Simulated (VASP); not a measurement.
# Relaxed cell of BAs: a test of cutoff and mesh

How far does the relaxed cell of BAs depend on cutoff and k mesh? The starting structure is a measured crystal structure from the Crystallography Open Database. The first relaxation on each setting starts from this cell expanded by 3 % in volume.

Program: VASP 6.6.1. Level of theory: Kohn-Sham DFT with plane waves and PAW; PBEsol. Results are calculated unless marked as measured.

## Step 1: Starting point

It takes space group F-43m (No. 216, cubic). The conventional cell has a = 4.777 Å, b = 4.777 Å, c = 4.777 Å, α = 90.00°, β = 90.00°, γ = 90.00°. Nearest to As lie 4 B at 2.07 Å. Nearest to B lie 4 As at 2.07 Å. Farther neighbours are not listed.

Structure file:

```xyz
2
Lattice="0.0000 2.3885 2.3885 2.3885 0.0000 2.3885 2.3885 2.3885 0.0000" Properties=species:S:1:pos:R:3 pbc="T T T"
As    3.5827    3.5827    3.5827
B     0.0000    0.0000    0.0000
```

## Step 2: Reference relaxation

The input, INCAR:

```
SYSTEM = BAs
PREC = Accurate
ENCUT = 450
EDIFF = 1E-06
NELM = 100
ISMEAR = 0
SIGMA = 0.03
LREAL = .FALSE.
ALGO = Normal
GGA = PS
NBANDS = 10
LORBIT = 11
LWAVE = .FALSE.
LCHARG = .FALSE.
KPAR = 4
IBRION = 2
NSW = 50
ISIF = 3
EDIFFG = -0.004
```

The input, POSCAR:

```
BAs
1.0
    0.0000000000      2.4121500529      2.4121500529
    2.4121500529      0.0000000000      2.4121500529
    2.4121500529      2.4121500529      0.0000000000
As B
1 1
Direct
    0.7500000000      0.7500000000      0.7500000000
    0.0000000000      0.0000000000      0.0000000000
```

The input, KPOINTS:

```
Automatic mesh
0
Gamma
8 8 8
0 0 0
```

The projector-augmented-wave data sets are As and B (PBE family, release 64).

On the command line:

```console
mpirun -np 4 vasp_std
```

The log of the run:

```text
[banner, memory and clock lines left out]
running    4 mpi-ranks, on    1 nodes
 distrk:  each k-point on    1 cores,    4 groups
 distr:  one band on    1 cores,    1 groups

 POSCAR found type information on POSCAR AsB
 POSCAR found :  2 types and       2 ions
|                                                                             |
|               ----> ADVICE to this user running VASP <----                  |
|                                                                             |
|     You enforced a specific xc type in the INCAR file but a different       |
|     [... a line on the potential file left out ...]
|     I HOPE YOU KNOW WHAT YOU ARE DOING!                                     |
|                                                                             |

 LDA part: xc-table for (Slater+PW92), standard interpolation
 POSCAR, INCAR and KPOINTS ok, starting setup
 FFT: planning ... GRIDC
 FFT: planning ... GRID_SOFT
 FFT: planning ... GRID
 WAVECAR not read
 entering main loop
       N       E                     dE             d eps       ncg     rms          rms(c)
DAV:   1     0.109179471548E+02    0.10918E+02   -0.34194E+03   580   0.620E+02
DAV:   2    -0.121134736091E+02   -0.23031E+02   -0.22103E+02   802   0.105E+02
DAV:   3    -0.127436668166E+02   -0.63019E+00   -0.62906E+00   688   0.167E+01
DAV:   4    -0.127453388801E+02   -0.16721E-02   -0.16720E-02   718   0.961E-01
DAV:   5    -0.127453416853E+02   -0.28052E-05   -0.28052E-05   666   0.395E-02    0.462E+00
DAV:   6    -0.122585835397E+02    0.48676E+00   -0.13113E+00   628   0.484E+00    0.230E+00
DAV:   7    -0.121969810688E+02    0.61602E-01   -0.16306E-01   710   0.210E+00    0.900E-01
DAV:   8    -0.121881736128E+02    0.88075E-02   -0.18444E-02   630   0.773E-01    0.896E-02
DAV:   9    -0.121883023324E+02   -0.12872E-03   -0.62700E-04   660   0.160E-01    0.487E-02
DAV:  10    -0.121883635199E+02   -0.61188E-04   -0.98068E-05   638   0.610E-02    0.109E-02
DAV:  11    -0.121883659818E+02   -0.24619E-05   -0.19402E-06   716   0.108E-02    0.930E-03
DAV:  12    -0.121883658447E+02    0.13714E-06   -0.11773E-06   438   0.573E-03
   1 F= -.12188366E+02 E0= -.12188366E+02  d E =-.121884E+02
 curvature:   0.00 expect dE= 0.000E+00 dE for cont linesearch  0.000E+00
 trial: gam= 0.00000 g(F)=  0.585E-46 g(S)=  0.325E-01 ort = 0.000E+00 (trialstep = 0.100E+01)
 search vector abs. value=  0.325E-01
 bond charge predicted
       N       E                     dE             d eps       ncg     rms          rms(c)
DAV:   1    -0.122161645237E+02   -0.27799E-01   -0.67225E-01   628   0.522E+00    0.813E-01
DAV:   2    -0.121991312724E+02    0.17033E-01   -0.27350E-02   616   0.887E-01    0.409E-01
DAV:   3    -0.121936056989E+02    0.55256E-02   -0.11488E-02   614   0.502E-01    0.137E-01
DAV:   4    -0.121932910225E+02    0.31468E-03   -0.52707E-04   664   0.133E-01    0.842E-02
DAV:   5    -0.121932655538E+02    0.25469E-04   -0.49488E-05   672   0.408E-02    0.394E-02
DAV:   6    -0.121932648941E+02    0.65976E-06   -0.29232E-06   614   0.989E-03
   2 F= -.12193265E+02 E0= -.12193265E+02  d E =-.489905E-02
 trial-energy change:   -0.004899  1 .order   -0.004330   -0.032513    0.023852
 step:   0.5915(harm=  0.5768)  dis= 0.00000  next Energy=   -12.198098 (dE=-0.973E-02)
 bond charge predicted
       N       E                     dE             d eps       ncg     rms          rms(c)
DAV:   1    -0.122020015650E+02   -0.87360E-02   -0.11046E-01   630   0.208E+00    0.328E-01
DAV:   2    -0.121991237381E+02    0.28778E-02   -0.48353E-03   614   0.368E-01    0.165E-01
DAV:   3    -0.121982095540E+02    0.91418E-03   -0.18467E-03   616   0.202E-01    0.498E-02
DAV:   4    -0.121981479689E+02    0.61585E-04   -0.95803E-05   670   0.561E-02    0.311E-02
DAV:   5    -0.121981432111E+02    0.47577E-05   -0.72598E-06   680   0.156E-02    0.150E-02
DAV:   6    -0.121981430622E+02    0.14892E-06   -0.44238E-07   342   0.387E-03
   3 F= -.12198143E+02 E0= -.12198143E+02  d E =-.977722E-02
 curvature:  -0.29 expect dE=-0.222E-08 dE for cont linesearch -0.222E-08
 trial: gam=-0.00049 g(F)=  0.659E-47 g(S)=  0.772E-08 ort = 0.158E-04 (trialstep = 0.918E+00)
 search vector abs. value=  0.100E-09
 reached required accuracy - stopping structural energy minimisation
```

The job ended after 6 s (4 MPI ranks of AMD EPYC 7R43, shared host; peak memory 0.41 GiB).

Lines that name or quote the potential files are left out of all logs, and their timing lines are given in words.

OUTCAR, selected parts (step 2):

```text
ion  position               nearest neighbor table
   1  0.750  0.750  0.750-   2 2.09   2 2.09   2 2.09   2 2.09
   2  0.000  0.000  0.000-   1 2.09   1 2.09   1 2.09   1 2.09

  LATTYP: Found a face centered cubic cell.
 ALAT       =     4.8243001058

 Subroutine GETGRP returns: Found 24 space group operations
 (whereof 24 operations were pure point group operations)

The static configuration has the point symmetry T_d .

 Found     29 irreducible k-points:

   k-points           NKPTS =     29   k-points in BZ     NKDIM =     29   number of bands    NBANDS=     10

   dimension x,y,z NGX =    24 NGY =   24 NGZ =   24
   dimension x,y,z NGXF=    48 NGYF=   48 NGZF=   48

   ENCUT  =  450.0 eV  33.07 Ry    5.75 a.u.   5.90  5.90  5.90*2*pi/ulx,y,z

   NELECT =       8.0000    total number of electrons

 k-points in reciprocal lattice and weights: Automatic mesh
   0.00000000  0.00000000  0.00000000       0.002
   0.12500000  0.00000000  0.00000000       0.016
   0.25000000  0.00000000  0.00000000       0.016
   0.37500000  0.00000000  0.00000000       0.016
   0.50000000  0.00000000  0.00000000       0.008
   0.12500000  0.12500000  0.00000000       0.012
   0.25000000  0.12500000  0.00000000       0.047
   0.37500000  0.12500000  0.00000000       0.047
   0.50000000  0.12500000  0.00000000       0.047
[...]
-0.37500000  0.50000000  0.12500000       0.023
  -0.25000000  0.50000000  0.25000000       0.012

 average (electrostatic) potential at core
       1 -48.5875       2 -26.9220

 E-fermi :   6.1993

 k-point     1 :       0.0000    0.0000    0.0000
  band No.  band energies     occupation
      1      -9.3945      2.00000
      2       6.0388      2.00000
      3       6.0388      2.00000
      4       6.0388      2.00000
      5       9.2716      0.00000
      6       9.2716      0.00000
      7       9.2716      0.00000
      8      10.7087      0.00000
      9      15.3797      0.00000
    ...

 k-point     2 :       0.1250    0.0000    0.0000
  band No.  band energies     occupation
      1      -9.1381      2.00000
      2       4.0598      2.00000
      3       5.5961      2.00000
      4       5.5961      2.00000
      5       9.3871      0.00000
      6       9.8526      0.00000
      7       9.8526      0.00000
      8      11.9756      0.00000
      9      16.3443      0.00000
    ...

 k-point     3 :       0.2500    0.0000    0.0000
  band No.  band energies     occupation
      1      -8.3911      2.00000
      2       1.0737      2.00000
      3       4.8823      2.00000
      4       4.8823      2.00000
      5       9.0567      0.00000
      6      10.6478      0.00000
      7      10.6478      0.00000
      8      13.8775      0.00000
      9      17.1209      0.00000
    ...

  Total       -0.0003267     -0.0003267     -0.0003267      0.0000000      0.0000000      0.0000000
  in kB       -0.0191922     -0.0191922     -0.0191922      0.0000000      0.0000000      0.0000000
  external PRESSURE =      -0.0191922 kB  Pullay stress =       0.0000000 kB

  energy-cutoff  :      450.00
  volume of cell :       27.27
      direct lattice vectors                 reciprocal lattice vectors
    -0.000000000  2.389082971  2.389082971    -0.209285323  0.209285323  0.209285323
     2.389082971  0.000000000  2.389082971     0.209285323 -0.209285323  0.209285323
     2.389082971  2.389082971  0.000000000     0.209285323  0.209285323 -0.209285323

 POSITION                                       TOTAL-FORCE (eV/Angst)
 -----------------------------------------------------------------------------------
      3.58362      3.58362      3.58362         0.000000      0.000000      0.000000
      0.00000      0.00000      0.00000        -0.000000     -0.000000     -0.000000
 -----------------------------------------------------------------------------------
    total drift:                               -0.000000     -0.000000     -0.000000

  FREE ENERGIE OF THE ION-ELECTRON SYSTEM (eV)
  ---------------------------------------------------
  free  energy   TOTEN  =       -12.1981430622 eV

  energy  without entropy=      -12.1981430622  energy(sigma->0) =      -12.19814306

 reached required accuracy - stopping structural energy minimisation

 total charge
# of ion       s       p       d       tot
------------------------------------------
    1        1.175   1.664   0.087   2.927
    2        0.654   1.169   0.000   1.823
--------------------------------------------------
tot          1.829   2.834   0.087   4.750

[... 3 further parts left out ...]
```

The PAW data sets were made with PBE, which is usual practice but a small mismatch for other functionals. The run keeps the 24 symmetry operations of its start, so it cannot find a distortion of lower symmetry.

The reference relaxation ends at 13.636 Å³ an atom. Pressures at 0.985 and 1.015 times this volume, from two more relaxations that aren't shown, give a bulk modulus of 140.9 GPa.

## Step 3: Relaxation with a cutoff of 320 eV

Against step 2 the input has ENCUT = 320. This run starts from the cell of an earlier relaxation, which isn't shown; the restart sets up the plane waves anew.

Changes to INCAR since step 2:

```diff
@@ -2,3 +2,3 @@
 PREC = Accurate
-ENCUT = 450
+ENCUT = 320
 EDIFF = 1E-06
```

The input, POSCAR:

```
BAs
1.0
    0.0000000000      2.3871092515      2.3871092515
    2.3871092515      0.0000000000      2.3871092515
    2.3871092515      2.3871092515      0.0000000000
As B
1 1
Direct
    0.7500000000      0.7500000000      0.7500000000
    0.0000000000      0.0000000000      0.0000000000
```

KPOINTS is that of step 2.

On the command line:

```console
mpirun -np 4 vasp_std
```

The log of the run:

```text
[banner, memory and clock lines left out]
running    4 mpi-ranks, on    1 nodes
[...]
[... a notice as in an earlier step ...]

 LDA part: xc-table for (Slater+PW92), standard interpolation
 POSCAR, INCAR and KPOINTS ok, starting setup
[...]
entering main loop
       N       E                     dE             d eps       ncg     rms          rms(c)
DAV:   1     0.488679270619E+01    0.48868E+01   -0.28749E+03   596   0.473E+02
DAV:   2    -0.123870371597E+02   -0.17274E+02   -0.16434E+02   802   0.847E+01
DAV:   3    -0.128029888905E+02   -0.41595E+00   -0.41510E+00   702   0.128E+01
DAV:   4    -0.128037980879E+02   -0.80920E-03   -0.80915E-03   706   0.653E-01
[...]
DAV:  10    -0.121919908649E+02   -0.58955E-04   -0.94960E-05   642   0.584E-02    0.113E-02
DAV:  11    -0.121919936257E+02   -0.27608E-05   -0.20654E-06   716   0.109E-02    0.103E-02
DAV:  12    -0.121919934279E+02    0.19782E-06   -0.11498E-06   424   0.551E-03
   1 F= -.12191993E+02 E0= -.12191993E+02  d E =-.121920E+02
[...]
N       E                     dE             d eps       ncg     rms          rms(c)
DAV:   1    -0.121920020043E+02   -0.83786E-05   -0.21532E-04   642   0.873E-02    0.155E-02
DAV:   2    -0.121919964559E+02    0.55484E-05   -0.96986E-06   634   0.156E-02    0.769E-03
DAV:   3    -0.121919950634E+02    0.13925E-05   -0.36918E-06   616   0.897E-03    0.216E-03
DAV:   4    -0.121919950683E+02   -0.49849E-08   -0.18513E-07   318   0.236E-03
   2 F= -.12191995E+02 E0= -.12191995E+02  d E =-.164048E-05
 trial-energy change:   -0.000002  1 .order   -0.000001   -0.000011    0.000008
 step:   0.5680(harm=  0.5680)  dis= 0.00000  next Energy=   -12.191997 (dE=-0.308E-05)
[...]
N       E                     dE             d eps       ncg     rms          rms(c)
DAV:   1    -0.121919985229E+02   -0.34596E-05   -0.41703E-05   644   0.385E-02    0.681E-03
DAV:   2    -0.121919973702E+02    0.11527E-05   -0.17602E-06   462   0.678E-03    0.342E-03
DAV:   3    -0.121919968767E+02    0.49355E-06   -0.73675E-07   326   0.414E-03
   3 F= -.12191997E+02 E0= -.12191997E+02  d E =-.344884E-05
[...]
reached required accuracy - stopping structural energy minimisation
```

It took 3.6 s on 4 MPI ranks; peak memory 0.36 GiB; 11 s of CPU time.

Parts of OUTCAR (step 3):

```text
  Total        0.0011458      0.0011458      0.0011458     -0.0000000     -0.0000000      0.0000000
  in kB        0.0675129      0.0675129      0.0675129     -0.0000000     -0.0000000      0.0000000
  external PRESSURE =       0.0675129 kB  Pullay stress =       0.0000000 kB

 POSITION                                       TOTAL-FORCE (eV/Angst)
 -----------------------------------------------------------------------------------
      3.58006      3.58006      3.58006         0.000000      0.000000      0.000000
      0.00000      0.00000      0.00000        -0.000000     -0.000000     -0.000000
 -----------------------------------------------------------------------------------
    total drift:                               -0.000001     -0.000001     -0.000000

  FREE ENERGIE OF THE ION-ELECTRON SYSTEM (eV)
  ---------------------------------------------------
  free  energy   TOTEN  =       -12.1919968767 eV

  energy  without entropy=      -12.1919968767  energy(sigma->0) =      -12.19199688

[... 2 parts as in an earlier step ...]

[... 2 further parts left out ...]
[key lines of the parts left out:]
E-fermi :   6.2410
```

With a cutoff of 320 eV the cell ends at 13.596 Å³ an atom, -0.30 % from the reference; the bulk modulus is 141.7 GPa against 140.9 GPa.

## Step 4: Relaxation with a 4×4×4 mesh

Against step 2 the input has a 4×4×4 mesh.

Changes to INCAR since step 3:

```diff
@@ -2,3 +2,3 @@
 PREC = Accurate
-ENCUT = 320
+ENCUT = 450
 EDIFF = 1E-06
```

The input, POSCAR:

```
BAs
1.0
    0.0000000000      2.4121500529      2.4121500529
    2.4121500529      0.0000000000      2.4121500529
    2.4121500529      2.4121500529      0.0000000000
As B
1 1
Direct
    0.7500000000      0.7500000000      0.7500000000
    0.0000000000      0.0000000000      0.0000000000
```

The input, KPOINTS:

```
Automatic mesh
0
Gamma
4 4 4
0 0 0
```

On the command line:

```console
mpirun -np 4 vasp_std
```

The log of the run:

```text
[... set-up lines as in an earlier step ...]
 entering main loop
       N       E                     dE             d eps       ncg     rms          rms(c)
DAV:   1     0.995608706749E+01    0.99561E+01   -0.35647E+03   160   0.632E+02
DAV:   2    -0.119937744491E+02   -0.21950E+02   -0.21307E+02   238   0.992E+01
DAV:   3    -0.125983926227E+02   -0.60462E+00   -0.60281E+00   184   0.161E+01
DAV:   4    -0.126000597056E+02   -0.16671E-02   -0.16670E-02   194   0.990E-01
[...]
DAV:  10    -0.120088801223E+02   -0.86178E-04   -0.11890E-04   174   0.687E-02    0.112E-02
DAV:  11    -0.120088831425E+02   -0.30201E-05   -0.24047E-06   190   0.118E-02    0.951E-03
DAV:  12    -0.120088830829E+02    0.59528E-07   -0.14071E-06   162   0.625E-03
   1 F= -.12008883E+02 E0= -.12008883E+02  d E =-.120089E+02
[...]
N       E                     dE             d eps       ncg     rms          rms(c)
DAV:   1    -0.120293588414E+02   -0.20476E-01   -0.49437E-01   162   0.447E+00    0.709E-01
[...]
DAV:   4    -0.120124003094E+02    0.27277E-03   -0.42792E-04   172   0.118E-01    0.728E-02
DAV:   5    -0.120123822727E+02    0.18037E-04   -0.38895E-05   168   0.358E-02    0.347E-02
DAV:   6    -0.120123819000E+02    0.37271E-06   -0.22242E-06   158   0.865E-03
   2 F= -.12012382E+02 E0= -.12012382E+02  d E =-.349882E-02
 trial-energy change:   -0.003499  1 .order   -0.003149   -0.023927    0.017629
 step:   0.5880(harm=  0.5758)  dis= 0.00000  next Energy=   -12.015989 (dE=-0.711E-02)
[...]
N       E                     dE             d eps       ncg     rms          rms(c)
DAV:   1    -0.120189261223E+02   -0.65438E-02   -0.82610E-02   162   0.180E+00    0.288E-01
DAV:   2    -0.120167462429E+02    0.21799E-02   -0.37165E-03   168   0.319E-01    0.142E-01
DAV:   3    -0.120160729284E+02    0.67331E-03   -0.13123E-03   166   0.172E-01    0.442E-02
DAV:   4    -0.120160204258E+02    0.52503E-04   -0.78431E-05   174   0.501E-02    0.276E-02
DAV:   5    -0.120160167627E+02    0.36631E-05   -0.61720E-06   170   0.142E-02    0.136E-02
DAV:   6    -0.120160166684E+02    0.94300E-07   -0.38504E-07    96   0.358E-03
   3 F= -.12016017E+02 E0= -.12016017E+02  d E =-.713359E-02
[...]
reached required accuracy - stopping structural energy minimisation
```

Wall time 3.8 s (4 MPI ranks); peak memory 0.41 GiB.

Parts of OUTCAR (step 4):

```text
  Total        0.0000203      0.0000203      0.0000203      0.0000000     -0.0000000     -0.0000000
  in kB        0.0011855      0.0011855      0.0011855      0.0000000     -0.0000000     -0.0000000
  external PRESSURE =       0.0011855 kB  Pullay stress =       0.0000000 kB

 POSITION                                       TOTAL-FORCE (eV/Angst)
 -----------------------------------------------------------------------------------
      3.58872      3.58872      3.58872         0.000000      0.000000      0.000000
      0.00000      0.00000      0.00000        -0.000000     -0.000000     -0.000000
 -----------------------------------------------------------------------------------
    total drift:                               -0.000000     -0.000000     -0.000000

  FREE ENERGIE OF THE ION-ELECTRON SYSTEM (eV)
  ---------------------------------------------------
  free  energy   TOTEN  =       -12.0160166684 eV

  energy  without entropy=      -12.0160166684  energy(sigma->0) =      -12.01601667

[... 1 part as in an earlier step ...]

[... 3 further parts left out ...]
[key lines of the parts left out:]
E-fermi :   6.1832
```

With a 4×4×4 mesh the cell ends at 13.694 Å³ an atom, +0.43 % from the reference; the bulk modulus is 140.4 GPa against 140.9 GPa.

[end of part 1 of 2]

[Lines on the potential files, build, host, timing and source positions are cut from VASP's logs without a mark.]

[Logs are printed without paths, hosts, clocks, repeated set-up lines and the standing remarks that a program may print on its own settings, such as how far it seeks lower states.]

[Hosts, paths, dates, database ids (printed as entryN), source tags and the programs' standing remarks are cut or masked in the printed files.]
